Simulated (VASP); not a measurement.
# CaF2 (Fluorite) (Fm-3m) in VASP: a series of runs

One crystal, CaF2 (Fluorite), is run at these levels: PBE, PBEsol; tasks: relaxation of cell and atoms.

All numbers are computed with VASP 6.6.1; they aren't measurements. Logs are shortened: lines on timing, memory, paths and dates and some standing lists are left out, and cuts for length are marked.

## Step 1: Starting point

Symmetry: Fm-3m, No. 225, cubic system. Conventional cell: a = 5.516 Å, b = 5.516 Å, c = 5.516 Å, α = 90.00°, β = 90.00°, γ = 90.00°. Ca (site symmetry m-3m) has 8 F at 2.39 Å as nearest neighbours. Around F (site symmetry -43m) lie 4 Ca at 2.39 Å.

## Step 2: Relaxation of cell and atoms, PBE

Contents of INCAR:

```
SYSTEM = CaF2
PREC = Accurate
ENCUT = 600
EDIFF = 1E-7
ISMEAR = 0
SIGMA = 0.03
LREAL = .FALSE.
LASPH = .TRUE.
NELM = 80
ALGO = Normal
ISIF = 3
LWAVE = .FALSE.
LCHARG = .FALSE.
GGA = PE
IBRION = 2
NSW = 90
EDIFFG = -0.005
KPAR = 2
```

Contents of KPOINTS:

```
Automatic mesh
0
G
  8 8 8
  0 0 0
```

Contents of POSCAR:

```
CaF2                                    
1.0
    0.0000000000      2.7577576830      2.7577576830
    2.7577576830      0.0000000000      2.7577576830
    2.7577576830      2.7577576830     -0.0000000000
  Ca              F             
     1     2
Direct
     0.0000000000000000    1.0000000000000000    1.0000000000000000
     0.2500000000000000    0.2500000000000000    0.2500000000000000
     0.7500000000000000    0.7500000000000000    0.7500000000000000
```

Potentials or basis: VASP PAW PBE potentials, release 64 (Ca_sv, F).

Launch:

```console
cat potpaw_PBE.64/Ca_sv/POTCAR potpaw_PBE.64/F/POTCAR > POTCAR
mpirun -np 2 vasp_std > vasp.out
```

OUTCAR:

```text
SYSTEM = CaF2
   PREC = Accurate
   ENCUT = 600
   EDIFF = 1E-7
   ISMEAR = 0
   LREAL = .FALSE.
   LASPH = .TRUE.
   NELM = 80
   ISIF = 3
   GGA = PE
   IBRION = 2
   NSW = 90
   EDIFFG = -0.005

 ion  position               nearest neighbor table
   1  0.000  0.000  0.000-   3 2.39   3 2.39   3 2.39   2 2.39   3 2.39   2 2.39   2 2.39   2 2.39

   2  0.250  0.250  0.250-   1 2.39   1 2.39   1 2.39   1 2.39
   3  0.750  0.750  0.750-   1 2.39   1 2.39   1 2.39   1 2.39

  LATTYP: Found a face centered cubic cell.
 ALAT       =     5.5155153660

  Lattice vectors:

 A1 = (   0.0000000000,   2.7577576830,   2.7577576830)
 A2 = (   2.7577576830,   0.0000000000,   2.7577576830)
 A3 = (   2.7577576830,   2.7577576830,   0.0000000000)

Analysis of symmetry for initial positions (statically):
=====================================================================
 Subroutine PRICEL returns:
 Original cell was already a primitive cell.

 Routine SETGRP: Setting up the symmetry group for a
 face centered cubic supercell.

 Subroutine GETGRP returns: Found 48 space group operations
 (whereof 48 operations were pure point group operations)
 out of a pool of 48 trial point group operations.

The static configuration has the point symmetry O_h .

Analysis of symmetry for dynamics (positions and initial velocities):
=====================================================================
 Subroutine PRICEL returns:
 Original cell was already a primitive cell.

 Routine SETGRP: Setting up the symmetry group for a
 face centered cubic supercell.

 Subroutine GETGRP returns: Found 48 space group operations
 (whereof 48 operations were pure point group operations)
 out of a pool of 48 trial point group operations.

The dynamic configuration has the point symmetry O_h .

 Subroutine INISYM returns: Found 48 space group operations
 (whereof 48 operations are pure point group operations),
 and found     1 'primitive' translations

----------------------------------------------------------------------------------------

                                     Primitive cell

  volume of cell :      41.9467

  direct lattice vectors                    reciprocal lattice vectors
     0.000000000  2.757757683  2.757757683    -0.181306720  0.181306720  0.181306720
     2.757757683  0.000000000  2.757757683     0.181306720 -0.181306720  0.181306720
     2.757757683  2.757757683  0.000000000     0.181306720  0.181306720 -0.181306720

  length of vectors
     3.900058317  3.900058317  3.900058317     0.314032451  0.314032451  0.314032451

  position of ions in fractional coordinates (direct lattice)
     0.000000000  0.000000000  0.000000000
     0.250000000  0.250000000  0.250000000
     0.750000000  0.750000000  0.750000000

  ion indices of the primitive-cell ions
   primitive index   ion index
                 1           1
                 2           2
                 3           3

----------------------------------------------------------------------------------------

 KPOINTS: Automatic mesh

Automatic generation of k-mesh.
 Grid dimensions read from file:
 generate k-points for:    8    8    8

 Generating k-lattice:

  Cartesian coordinates                     Fractional coordinates (reciprocal lattice)
    -0.022663340  0.022663340  0.022663340     0.125000000  0.000000000  0.000000000
     0.022663340 -0.022663340  0.022663340     0.000000000  0.125000000  0.000000000
     0.022663340  0.022663340 -0.022663340     0.000000000  0.000000000  0.125000000

  Length of vectors
     0.039254056  0.039254056  0.039254056

  Shift w.r.t. Gamma in fractional coordinates (k-lattice)
     0.000000000  0.000000000  0.000000000

 Subroutine IBZKPT returns following result:
 ===========================================

 Found     29 irreducible k-points:

 Following reciprocal coordinates:
            Coordinates               Weight
  0.000000  0.000000  0.000000      1.000000
  0.125000  0.000000  0.000000      8.000000
  0.250000  0.000000  0.000000      8.000000
  0.375000  0.000000  0.000000      8.000000
  0.500000  0.000000  0.000000      4.000000
  0.125000  0.125000  0.000000      6.000000
[... 16 lines left out ...]
  0.500000  0.250000  0.125000     48.000000
 -0.375000  0.250000  0.125000     24.000000
 [... further k-points ...]
   k-points           NKPTS =     29   k-points in BZ     NKDIM =     29   number of bands    NBANDS=     16
   number of dos      NEDOS =    301   number of ions     NIONS =      3
   total plane-waves  NPLWV =  32768
   dimension x,y,z NGX =    32 NGY =   32 NGZ =   32
   dimension x,y,z NGXF=    64 NGYF=   64 NGZF=   64
   ions per type =               1   2
   NGX,Y,Z   is equivalent  to a cutoff of  13.64, 13.64, 13.64 a.u.
   NGXF,Y,Z  is equivalent  to a cutoff of  27.28, 27.28, 27.28 a.u.
 SYSTEM =  CaF2
   PREC   = accura    normal or accurate (medium, high low for compatibility)
   ISTART =      0    job   : 0-new  1-cont  2-samecut
   ICHARG =      2    charge: 1-file 2-atom 10-const
   ISPIN  =      1    spin polarized calculation?
   LNONCOLLINEAR =      F non collinear calculations
   LSORBIT =      F    spin-orbit coupling
   LASPH  =      T    aspherical Exc in radial PAW
   ENCUT  =  600.0 eV  44.10 Ry    6.64 a.u.   7.79  7.79  7.79*2*pi/ulx,y,z
   NELM   =     80;   NELMIN=  2; NELMDL= -5     # of ELM steps
   EDIFF  = 0.1E-06   stopping-criterion for ELM
   LREAL  =      F    real-space projection
   EDIFFG = -.5E-02   stopping-criterion for IOM
   NSW    =     90    number of steps for IOM
   IBRION =      2    ionic relax: 0-MD 1-quasi-New 2-CG
   NFREE  =      1    steps in history (QN), initial steepest desc. (CG)
   ISIF   =      3    stress and relaxation
   ISYM   =      2    0-nonsym 1-usesym 2-fastsym
   POTIM  = 0.5000    time-step for ionic-motion
   TEBEG  =    0.0;   TEEND  =   0.0 temperature during run
   PSTRESS=    0.0 pullay stress
   NELECT =      24.0000    total number of electrons
   NUPDOWN=      -1.0000    fix difference up-down
   EMIN   =  10.00;   EMAX   =-10.00  energy-range for DOS
   EFERMI =   0.00;   METHOD = LEGACY
   ISMEAR =     0;   SIGMA  =   0.03  broadening in eV -4-tet -1-fermi 0-gaus
   EFERMI_NEDOS =   21; number of points for ismear=-14 and -15
   IALGO  =     38    algorithm
   IMIX   =      4    mixing-type and parameters
     AMIX     =   0.40;   BMIX     =  1.00
     AMIX_MAG =   1.60;   BMIX_MAG =  1.00
  volume/ion in A,a.u.               =      13.98        94.36
  Fermi-wavevector in a.u.,A,eV,Ry     =   1.359082  2.568293 25.131391  1.847105
  Thomas-Fermi vector in A             =   2.485861
   LORBIT       =      0    0 simple, 1 ext, 2 COOP (PROOUT), +10 PAW based schemes
   GGA     = PE    functional components
   LHFCALC =     F    Hartree Fock is set to
   AEXX    =    0.0000 exact exchange contribution
   IVDW    =     0    specifies the selected vdW correction
   LEPSILON=     F    determine dielectric tensor
   LRPA    =     F    only Hartree local field effects (RPA)
 conjugate gradient relaxation of ions
 non-spin polarized calculation
 Gauss-broadening in eV      SIGMA  =   0.03
  energy-cutoff  :      600.00
  volume of cell :       41.95
 maximum number of plane-waves:      1424
   NGX = 15   NGY = 15   NGZ = 15

--------------------------------------- Ionic step        1  -------------------------------------------

 number of electron      24.0000004 magnetization

 Free energy of the ion-electron system (eV)
  ---------------------------------------------------
  ext. energy  EPLUGINS =         0.00000000
  ---------------------------------------------------
  free energy    TOTEN  =       -17.34500978 eV

  energy without entropy =      -17.34500978  energy(sigma->0) =      -17.34500978

------------------------ aborting loop because EDIFF is reached ----------------------------------------

  FORCE on cell =-STRESS in cart. coord.  units (eV):
  Direction    XX          YY          ZZ          XY          YZ          ZX
  --------------------------------------------------------------------------------------
  -------------------------------------------------------------------------------------
  Total       -0.0248329     -0.0248329     -0.0248329      0.0000000      0.0000000     -0.0000000
  in kB       -0.9485043     -0.9485043     -0.9485043      0.0000000      0.0000000     -0.0000000
  external PRESSURE =      -0.9485043 kB  Pullay stress =       0.0000000 kB

 VOLUME and BASIS-vectors are now :
 -----------------------------------------------------------------------------
  energy-cutoff  :      600.00
  volume of cell :       41.95
      direct lattice vectors                 reciprocal lattice vectors
     0.000000000  2.757757683  2.757757683    -0.181306720  0.181306720  0.181306720
     2.757757683  0.000000000  2.757757683     0.181306720 -0.181306720  0.181306720
     2.757757683  2.757757683  0.000000000     0.181306720  0.181306720 -0.181306720

 POSITION                                       TOTAL-FORCE (eV/Angst)
 -----------------------------------------------------------------------------------
      0.00000      0.00000      0.00000         0.000000      0.000000     -0.000000
      1.37888      1.37888      1.37888        -0.000000     -0.000000     -0.000000
      4.13664      4.13664      4.13664         0.000000     -0.000000      0.000000
 -----------------------------------------------------------------------------------
    total drift:                                0.000000     -0.000000      0.000000

  FREE ENERGIE OF THE ION-ELECTRON SYSTEM (eV)
  ---------------------------------------------------
  free  energy   TOTEN  =       -17.3450097806 eV

  energy  without entropy=      -17.3450097806  energy(sigma->0) =      -17.34500978

--------------------------------------- Ionic step        2  -------------------------------------------

 number of electron      24.0000003 magnetization

 Free energy of the ion-electron system (eV)
  ---------------------------------------------------
  ext. energy  EPLUGINS =         0.00000000
  ---------------------------------------------------
  free energy    TOTEN  =       -17.34502532 eV

  energy without entropy =      -17.34502532  energy(sigma->0) =      -17.34502532

 E-fermi :  -0.8751     XC(G=0):  -9.4927

 val. band max:       -1.1178931906   @ k =   0.5000   0.5000   0.0000
 cond. band min:       5.9971552060   @ k =   0.0000   0.0000   0.0000
 fundamental gap:      7.1150483966
 Fermi energy:        -0.8750513737

 k-point     1 :       0.0000    0.0000    0.0000
  band No.  band energies     occupation
      1     -37.2788      2.00000
      2     -20.9847      2.00000
      3     -20.2554      2.00000
      4     -18.2177      2.00000
      5     -18.2177      2.00000
      6     -18.2177      2.00000
[... 8 lines left out ...]
     15       7.9381      0.00000
     16       9.8890      0.00000

 k-point     2 :       0.1250    0.0000    0.0000
  band No.  band energies     occupation
      1     -37.2746      2.00000
      2     -21.0222      2.00000
      3     -20.2920      2.00000
      4     -18.2232      2.00000
      5     -18.2232      2.00000
      6     -18.1522      2.00000
[... 8 lines left out ...]
     15       7.9680      0.00000
     16       9.7461      0.00000
[... 387 lines left out ...]
      5     -18.1103      2.00000
      6     -17.8487      2.00000
[... 8 lines left out ...]
     15       8.6385      0.00000
     16       8.9904      0.00000

 k-point    24 :      -0.3750    0.2500    0.1250
  band No.  band energies     occupation
      1     -37.2455      2.00000
      2     -21.0348      2.00000
      3     -20.8194      2.00000
      4     -18.2765      2.00000
      5     -18.0669      2.00000
      6     -17.8283      2.00000
[... 8 lines left out ...]
     15       8.5595      0.00000
     16       9.0086      0.00000

 [... further k-points ...]

------------------------ aborting loop because EDIFF is reached ----------------------------------------

  FORCE on cell =-STRESS in cart. coord.  units (eV):
  Direction    XX          YY          ZZ          XY          YZ          ZX
  --------------------------------------------------------------------------------------
  -------------------------------------------------------------------------------------
  Total       -0.0012681     -0.0012681     -0.0012681      0.0000000      0.0000000     -0.0000000
  in kB       -0.0484921     -0.0484921     -0.0484921      0.0000000      0.0000000     -0.0000000
  external PRESSURE =      -0.0484921 kB  Pullay stress =       0.0000000 kB

 VOLUME and BASIS-vectors are now :
 -----------------------------------------------------------------------------
  energy-cutoff  :      600.00
  volume of cell :       41.90
      direct lattice vectors                 reciprocal lattice vectors
     0.000000000  2.756656415  2.756656415    -0.181379151  0.181379151  0.181379151
     2.756656415  0.000000000  2.756656415     0.181379151 -0.181379151  0.181379151
     2.756656415  2.756656415 -0.000000000     0.181379151  0.181379151 -0.181379151

 POSITION                                       TOTAL-FORCE (eV/Angst)
 -----------------------------------------------------------------------------------
      2.75666      0.00000      2.75666         0.000000      0.000000      0.000000
      1.37833      1.37833      1.37833        -0.000000     -0.000000      0.000000
      4.13498      4.13498      4.13498        -0.000000      0.000000     -0.000000
 -----------------------------------------------------------------------------------
    total drift:                                0.000000     -0.000000      0.000000

  FREE ENERGIE OF THE ION-ELECTRON SYSTEM (eV)
  ---------------------------------------------------
  free  energy   TOTEN  =       -17.3450253233 eV

  energy  without entropy=      -17.3450253233  energy(sigma->0) =      -17.34502532

 reached required accuracy - stopping structural energy minimisation
```

Run time: 14 s. Hardware: 2 MPI ranks of Intel Xeon 6975P-C (Granite Rapids), shared host; peak memory 0.18 GiB.

Results:

```yaml
Free_energy: -17.3450 eV
Relaxed_volume: 13.97 Å³/atom
Relaxed_cell: a = 3.899 Å, b = 3.899 Å, c = 3.899 Å, α = 60.00°, β = 60.00°, γ = 60.00°
Space_group_after_relaxing_to_0.05_Å: Fm-3m (No. 225)
Energy_gained_by_relaxing: 0.0 meV/atom
Ionic_steps: 2
Pressure_after_relaxing: 0.0 GPa
Band_gap_on_the_k_mesh: 7.12 eV, indirect (least direct gap 7.37 eV)
```

Final structure:
```yaml
crystal:
  lattice:
    - [0.00000, 2.75666, 2.75666]
    - [2.75666, 0.00000, 2.75666]
    - [2.75666, 2.75666, 0.00000]
  atoms:
    - { symbol: Ca, position: [0.00000, 0.00000, 0.00000] }
    - { symbol: F, position: [0.25000, 0.25000, 0.25000] }
    - { symbol: F, position: [0.75000, 0.75000, 0.75000] }
```

A k mesh can miss the band edges.

## Step 3: Relaxation of cell and atoms, PBEsol

This run uses another cell than the first one, of 13.58 Å³/atom, 0.971 times its volume.

Contents of INCAR:

```
PREC = Accurate
ENCUT = 600
EDIFF = 1E-6
ISMEAR = 0
SIGMA = 0.03
LREAL = F
LASPH = T
NELM = 80
ALGO = Normal
ISIF = 3
LWAVE = F
LCHARG = F
GGA = PS
IBRION = 2
NSW = 90
EDIFFG = -0.01
KPAR = 2
```

Contents of KPOINTS:

```
Automatic mesh
0
Gamma
  8 8 8
```

Contents of POSCAR:

```
CaF2
1.0
    0.0000000000      2.7310000000      2.7310000000
    2.7310000000      0.0000000000      2.7310000000
    2.7310000000      2.7310000000      0.0000000000
Ca F
1 2
Direct
    0.0000000000      0.0000000000      0.0000000000
    0.2500000000      0.2500000000      0.2500000000
    0.7500000000      0.7500000000      0.7500000000
```

Potentials or basis: VASP PAW PBE potentials, release 64 (Ca_sv, F).

Launch:

```console
cat potpaw_PBE.64/Ca_sv/POTCAR potpaw_PBE.64/F/POTCAR > POTCAR
mpirun -np 2 vasp_std > vasp.out
```

It took 28 s on 2 MPI ranks of Intel Xeon Platinum 8488C (Sapphire Rapids), shared host; peak memory 0.18 GiB.

The run converged. Its results:

| Property | Result |
| --- | --- |
| Free energy | -17.9070 eV |
| Relaxed volume | 13.30 Å³/atom |
| Relaxed cell | a = 3.836 Å, b = 3.836 Å, c = 3.836 Å, α = 60.00°, β = 60.00°, γ = 60.00° |
| Space group after relaxing (to 0.05 Å) | Fm-3m (No. 225) |
| Energy gained by relaxing | 1.5 meV/atom |
| Ionic steps | 2 |
| Pressure after relaxing | 0.0 GPa |
| Band gap on the k mesh | 7.21 eV, indirect (least direct gap 7.47 eV) |

Step by step:
| step | energy change (eV) | largest force (eV/Å) | pressure (GPa) | volume (Å³) |
| --- | --- | --- | --- | --- |
| 1 | 0.0000 | 0.0000 | -1.67 | 40.74 |
| 2 | -0.0045 | 0.0000 | 0.00 | 39.91 |

Final structure:
```cif
data_structure
_symmetry_space_group_name_H-M 'P 1'
_symmetry_Int_Tables_number 1
_cell_length_a 3.8358
_cell_length_b 3.8358
_cell_length_c 3.8358
_cell_angle_alpha 60.000
_cell_angle_beta 60.000
_cell_angle_gamma 60.000
_cell_volume 39.91
loop_
_atom_site_label
_atom_site_type_symbol
_atom_site_fract_x
_atom_site_fract_y
_atom_site_fract_z
_atom_site_occupancy
Ca1 Ca 0.00000 0.00000 0.00000 1
F1 F 0.25000 0.25000 0.25000 1
F2 F 0.75000 0.75000 0.75000 1
```

Levels at points of the mesh, in eV from the valence-band top:
| k point | band 10 | band 11 | band 12 | band 13 | band 14 | band 15 |
| --- | --- | --- | --- | --- | --- | --- |
| (0.00, 0.00, 0.00) | -0.26 | -0.26 | -0.26 | 7.21 | 9.20 | 9.20 |
| (0.50, 0.00, 0.00) | -1.28 | -0.86 | -0.86 | 9.44 | 9.44 | 9.84 |
| (0.50, 0.50, 0.00) | -0.38 | -0.38 | 0.00 | 8.07 | 9.59 | 10.18 |

Caveat: the PAW data sets were made with another functional, which shifts forces and pressure a little.

## Step 4: Relaxation of cell and atoms, PBEsol

This run uses another cell than the first one, of 13.30 Å³/atom, 0.951 times its volume.

INCAR, as its differences from that of step 3:

```diff
@@ -2,3 +2,3 @@
 ENCUT = 600
-EDIFF = 1E-6
+EDIFF = 1E-7
 ISMEAR = 0
@@ -15,3 +15,3 @@
 NSW = 90
-EDIFFG = -0.01
+EDIFFG = -0.005
 KPAR = 2
```

KPOINTS is that of step 3.

Contents of POSCAR:

```
CaF2                                    
1.0
    0.0000000000      2.7123156406      2.7123156406
    2.7123156406      0.0000000000      2.7123156406
    2.7123156406      2.7123156406      0.0000000000
  Ca              F             
     1     2
Direct
     0.0000000000000000    1.0000000000000000    1.0000000000000000
     0.2500000000000000    0.2500000000000000    0.2500000000000000
     0.7500000000000000    0.7500000000000000    0.7500000000000000
```

Launch:

```console
cat potpaw_PBE.64/Ca_sv/POTCAR potpaw_PBE.64/F/POTCAR > POTCAR
mpirun -np 2 vasp_std > vasp.out
```

Run time: 17 s. Hardware: 2 MPI ranks of Intel Xeon Platinum 8488C (Sapphire Rapids), shared host; peak memory 0.17 GiB.

It converged, with:

```yaml
Free_energy: -17.9047 eV
Pressure_after_relaxing: 0.0 GPa
Band_gap_on_the_k_mesh: 7.21 eV, indirect (least direct gap 7.47 eV)
```

Final structure:
```cif
data_structure
_symmetry_space_group_name_H-M 'P 1'
_symmetry_Int_Tables_number 1
_cell_length_a 3.8358
_cell_length_b 3.8358
_cell_length_c 3.8358
_cell_angle_alpha 60.000
_cell_angle_beta 60.000
_cell_angle_gamma 60.000
_cell_volume 39.91
loop_
_atom_site_label
_atom_site_type_symbol
_atom_site_fract_x
_atom_site_fract_y
_atom_site_fract_z
_atom_site_occupancy
Ca1 Ca 0.00000 0.00000 0.00000 1
F1 F 0.25000 0.25000 0.25000 1
F2 F 0.75000 0.75000 0.75000 1
```

Levels at points of the mesh, in eV from the valence-band top:
| k point | band 9 | band 10 | band 11 | band 12 | band 13 | band 14 | band 15 | band 16 |
| --- | --- | --- | --- | --- | --- | --- | --- | --- |
| (0.00, 0.00, 0.00) | -2.21 | -0.26 | -0.26 | -0.26 | 7.21 | 9.20 | 9.20 | 11.39 |
| (0.50, 0.00, 0.00) | -1.34 | -1.28 | -0.86 | -0.86 | 9.43 | 9.43 | 9.83 | 10.64 |
| (0.50, 0.50, 0.00) | -1.70 | -0.38 | -0.38 | 0.00 | 8.07 | 9.59 | 10.18 | 11.00 |

Caveat: the relaxation stopped at its first step, so nothing moved; the PAW data sets were made with another functional, which shifts forces and pressure a little. A k mesh can miss the band edges.
